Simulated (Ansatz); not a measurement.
## Re: frozen-core PAW against all-electron methods

```
CELL_PARAMETERS angstrom
0.00000 1.97500 1.97500
1.97500 0.00000 1.97500
1.97500 1.97500 0.00000
ATOMIC_POSITIONS crystal
Re 0.00000 0.00000 0.00000
```

The geometry is COD entry 1534939, unchecked; take it as a test cell.

Methods: DFT, PBE, PAW with Ansatz's default frozen-core files, fully relativistic files with spin-orbit coupling (Ansatz 0.2.0); DFT, PBE, all-electron LAPW, Dirac equation with spin-orbit coupling (Ansatz 0.2.0).

For PAW: a Γ-centred 14×14×14 k mesh, Fermi–Dirac smearing of 0.03 eV, cutoff 420 eV, no spin polarisation. LAPW targets a basis error of 1 meV/atom. The Ansatz runs share mesh, smearing and spin set-up. Plane-wave (PAW) pressures include the program's estimate of the Pulay term.

Stress and pressure are positive in compression.

Levels count from the Fermi level.

```json
{"quantity": "pressure (GPa)", "PAW": "?", "LAPW": "?"}
{"quantity": "highest filled level at W (eV)", "PAW": "-3.053", "LAPW": "-3.053"}
{"quantity": "lowest empty level at W (eV)", "PAW": "0.221", "LAPW": "0.222"}
{"quantity": "highest filled level at Γ (eV)", "PAW": "-1.430", "LAPW": "-1.429"}
{"quantity": "lowest empty level at Γ (eV)", "PAW": "1.290", "LAPW": "1.290"}
{"quantity": "highest filled level at U (eV)", "PAW": "-1.204", "LAPW": "-1.204"}
{"quantity": "lowest empty level at U (eV)", "PAW": "1.381", "LAPW": "1.381"}
```

Task: Give the missing entry: row "pressure (GPa)", column "PAW".

Result: -8.51.

Task: Give the missing entry: row "pressure (GPa)", column "LAPW".

Result: -8.39.
